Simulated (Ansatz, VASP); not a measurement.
Sb in VASP and in Ansatz

```
Sb
1.0
     3.22198    0.00000    0.00000
     0.00000    3.22198    0.00000
     0.00000    0.00000    3.22198
Sb
1
Direct
  0.00000 0.00000 0.00000
```

Change from the starting cell: volume scaled by 1.06.

Alike in both runs: task single point; functional PBEsol; k mesh 8 × 8 × 8; occupations fermi-dirac, width 0.05 eV; no spin polarisation.

```csv
,VASP,Ansatz
version,VASP 6.6.1,Ansatz 0.2.0
potentials or method,"VASP PAW PBE potentials, release 64 (Sb)",Ansatz PAW
plane-wave cutoff (eV),520,420
valence electrons in the cell,5,15
```

|  | VASP | Ansatz | Ansatz less VASP |
| --- | --- | --- | --- |
| gap on the k mesh at the Fermi level (eV) | none | none | - |
| pressure (GPa) | -6.7 | -6.7 | -0.01 |

A gap of «none» marks a metal or a gap that the smearing closes. With one functional, cell and mesh, what is left measures potentials, basis and numerics. The two sets of potentials don't hold the same shells in valence.

Caveats: the PAW data sets were made with another functional, which shifts forces and pressure a little (VASP); the PAW data sets come from PBE, with cores solved anew for the run's functional, which leaves a small shift of forces and pressure (Ansatz). The runs have no spin-orbit coupling, so splittings on Sb are missing.
